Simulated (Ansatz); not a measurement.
## What moves the pressure of Zr?

```
CELL_PARAMETERS angstrom
3.23923 0.00000 0.00000
-1.61962 2.80526 0.00000
0.00000 0.00000 5.17222
ATOMIC_POSITIONS crystal
Zr 0.33333 0.66667 0.25000
Zr 0.66667 0.33333 0.75000
```

Atoms are numbered in the order listed.

Structure from Materials Project entry mp-131 (possibly hypothetical), not relaxed further.

Computed with DFT, PBE, all-electron LAPW, scalar-relativistic (Ansatz 0.2.0).

The runs use a Γ-centred 12×12×7 k mesh, Fermi–Dirac smearing of 0.05 eV, basis error target 1 meV/atom, no spin polarisation.

In this reference run the pressure is -0.4 GPa (positive in compression). Each change below is made alone, on the same k mesh, with fractional coordinates held unless an atom is moved; x, y and z are the Cartesian axes.

(1) One change shifts the pressure by -1.8 GPa. Which?
A. x and y strained by -1.5 %, z held
B. volume scaled by 0.98
C. atom 2 (Zr) moved by (0.1200, 0.0000, 0.0000) Å
D. volume scaled by 1.02

## Answers

(1) D. The others give: atom 2 (Zr) moved by (0.1200, 0.0000, 0.0000) Å, -0.1 GPa; x and y strained by -1.5 %, z held, +2.9 GPa; volume scaled by 0.98, +1.9 GPa.
